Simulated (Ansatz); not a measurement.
Coordination and 73Ge quadrupole coupling in Ge

Cell: a COD entry, atoms as given.

Space group P4_32_12 (No. 96); a = 5.9164, c = 6.9555 Å.

```
site  Wyckoff  site symmetry       x       y       z
 Ge1       8b              1  0.1750  0.3690  0.2580
 Ge9       4a            ..2  0.0900  0.0900  0.0000
```

One atom of each set is listed.

All values are calculated (Ansatz; DFT, PBE, plane waves and PAW (field gradients read without the response of the frozen cores, which leaves them typically 4 to 6 % off), scalar-relativistic, 420 eV cutoff, Γ-centred 6×6×5 k-points, Fermi–Dirac smearing 0.05 eV), not measured.

Q(73Ge) = -196.0 mb.

Question: Rank these Ge sites by |C_Q|, smallest first.
A. Ge9: 4 Ge at 2.47–2.49 Å
B. Ge1: 4 Ge at 2.47–2.52 Å

Answer: A (20.3 MHz, η = 0.71), B (27.4 MHz, η = 0.75).

Like point charges on the first shell alone (each adding as 1/d³) would put Ge9 above Ge1: the covalent part of each bond and the atoms beyond the first shell count as well.

With a gap of 0.5 eV on this mesh, the gradients can still move by some per cent as the k-mesh gets denser.
